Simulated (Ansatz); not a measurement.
Computed with Ansatz, DFT PBE, scalar-relativistic, plane waves, PAW.

Levels along Γ–M–K–Γ–A–L–H–A | L–M | H–K, in eV from the Fermi level, sorted by energy at each point. Points in fractions of the primitive reciprocal vectors: Γ (0.000 0.000 0.000), M (0.500 0.000 0.000), K (0.333 0.333 0.000), A (0.000 0.000 0.500), L (0.500 0.000 0.500), H (0.333 0.333 0.500).
```csv
point,"k (1/Å, with 2π)",band 28,band 29,band 30,band 31,band 32,band 33,band 34
Γ,0.000,-3.48,-3.48,-1.69,-0.56,0.72,0.72,0.93
-,0.164,-3.62,-3.61,-1.84,-0.43,0.06,0.88,1.33
-,0.328,-3.99,-3.97,-2.07,-0.91,0.01,1.33,2.28
-,0.492,-4.40,-4.10,-2.23,-1.68,0.64,2.06,3.05
-,0.656,-4.80,-3.78,-2.31,-2.21,1.41,2.95,3.01
-,0.820,-5.12,-3.49,-2.52,-2.36,1.99,3.11,3.13
-,0.984,-5.32,-3.30,-2.68,-2.38,2.24,2.80,3.84
M,1.148,-5.38,-3.23,-2.74,-2.39,2.37,2.68,4.29
-,1.243,-5.41,-3.41,-2.57,-2.44,2.31,2.76,4.21
-,1.338,-5.47,-3.76,-2.57,-2.25,2.13,2.99,4.04
-,1.432,-5.56,-4.17,-2.74,-1.87,1.86,3.33,3.87
-,1.527,-5.66,-4.61,-2.92,-1.42,1.50,3.74,3.78
-,1.622,-5.73,-5.07,-3.07,-0.93,1.08,3.79,4.14
-,1.716,-5.76,-5.52,-3.17,-0.40,0.61,3.92,4.16
K,1.811,-5.78,-5.78,-3.21,0.11,0.11,4.18,4.18
-,2.001,-5.65,-5.05,-3.10,-0.86,1.01,3.29,4.31
-,2.190,-5.36,-4.34,-2.86,-1.63,1.71,2.41,4.04
-,2.380,-4.96,-3.99,-2.60,-1.99,1.43,2.54,3.93
-,2.569,-4.50,-4.05,-2.37,-1.81,0.70,2.65,3.17
-,2.758,-4.21,-4.03,-2.15,-1.12,0.07,1.58,2.63
-,2.948,-3.68,-3.64,-1.88,-0.38,-0.10,0.93,1.45
Γ,3.137,-3.48,-3.48,-1.69,-0.56,0.72,0.72,0.93
-,3.220,-3.51,-3.51,-1.99,-0.32,0.79,0.79,1.00
-,3.302,-3.60,-3.60,-2.58,0.09,0.97,0.97,1.20
-,3.384,-3.73,-3.73,-3.23,0.47,1.26,1.26,1.50
-,3.466,-3.90,-3.88,-3.88,0.83,1.62,1.62,1.85
-,3.549,-4.50,-4.03,-4.03,1.18,2.03,2.03,2.06
-,3.631,-4.41,-4.17,-4.17,1.52,1.98,2.46,2.46
A,3.713,-4.30,-4.30,-4.30,1.80,1.80,2.84,2.84
-,3.877,-4.42,-4.29,-4.29,1.47,1.47,2.30,2.30
-,4.042,-4.73,-4.27,-4.27,0.71,0.71,2.35,2.35
-,4.206,-5.06,-4.26,-4.26,0.06,0.06,2.72,2.72
-,4.370,-5.22,-4.29,-4.29,-0.34,-0.34,3.24,3.24
-,4.534,-5.28,-4.34,-4.34,-0.43,-0.43,3.83,3.83
-,4.698,-5.34,-4.38,-4.38,-0.34,-0.34,4.40,4.40
L,4.862,-5.36,-4.40,-4.40,-0.27,-0.27,4.57,4.57
-,4.957,-5.34,-4.40,-4.40,-0.25,-0.25,4.41,4.41
-,5.051,-5.28,-4.39,-4.39,-0.17,-0.17,4.21,4.21
-,5.146,-5.18,-4.39,-4.39,-0.06,-0.06,3.96,3.96
-,5.241,-5.07,-4.39,-4.39,0.10,0.10,3.66,3.66
-,5.335,-4.97,-4.39,-4.39,0.28,0.28,3.33,3.33
-,5.430,-4.91,-4.38,-4.38,0.44,0.44,3.06,3.06
H,5.525,-4.90,-4.37,-4.37,0.51,0.51,2.95,2.95
-,5.714,-4.93,-4.40,-4.40,0.23,0.23,3.31,3.31
-,5.904,-5.04,-4.40,-4.40,-0.23,-0.23,3.54,3.54
-,6.093,-5.20,-4.32,-4.32,-0.41,-0.41,3.10,3.10
-,6.282,-5.22,-4.26,-4.26,-0.15,-0.15,2.47,2.47
-,6.472,-4.85,-4.26,-4.26,0.52,0.52,2.12,2.12
-,6.661,-4.46,-4.29,-4.29,1.37,1.37,2.22,2.22
A,6.851,-4.30,-4.30,-4.30,1.80,1.80,2.84,2.84
L,6.851,-5.36,-4.40,-4.40,-0.27,-0.27,4.57,4.57
-,6.933,-5.04,-4.63,-4.16,-0.63,0.10,4.38,4.54
-,7.015,-4.85,-4.63,-3.92,-0.97,0.48,4.18,4.46
-,7.098,-5.03,-4.19,-3.70,-1.29,0.87,3.95,4.42
-,7.180,-5.18,-3.75,-3.51,-1.61,1.27,3.67,4.43
-,7.262,-5.29,-3.36,-3.33,-1.91,1.68,3.33,4.40
-,7.345,-5.36,-3.26,-2.96,-2.20,2.08,2.96,4.32
M,7.427,-5.38,-3.23,-2.74,-2.39,2.37,2.68,4.29
H,7.427,-4.90,-4.37,-4.37,0.51,0.51,2.95,2.95
-,7.509,-4.59,-4.42,-4.42,0.49,0.49,3.01,3.01
-,7.592,-4.54,-4.54,-4.27,0.42,0.42,3.16,3.16
-,7.674,-4.73,-4.73,-3.96,0.33,0.33,3.39,3.39
-,7.756,-4.98,-4.98,-3.66,0.25,0.25,3.65,3.65
-,7.839,-5.26,-5.26,-3.42,0.18,0.18,3.90,3.90
-,7.921,-5.55,-5.55,-3.26,0.13,0.13,4.10,4.10
K,8.003,-5.78,-5.78,-3.21,0.11,0.11,4.18,4.18
```

The cell has space group P6_3/mmc, 4 atoms and 62 electrons in the valence of the PAW potentials, and holds 2 elements, among them N; it is relaxed at this level.

Cutoff 420 eV, k mesh 18×18×8. No spin polarisation.

Which material gives these bands?

HfN, conventional cell a = 3.159 Å, b = 3.159 Å, c = 5.451 Å, α = 90.00°, β = 90.00°, γ = 120.00°. Other compounds weren't ruled out.

Spin-orbit coupling is left out, which matters for the bands of heavy elements.

Another cell of HfN relaxed alike, in Fm-3m, lies 21 meV/atom lower, so this cell isn't the stable form at this level.

It was relaxed from a Materials Project cell.
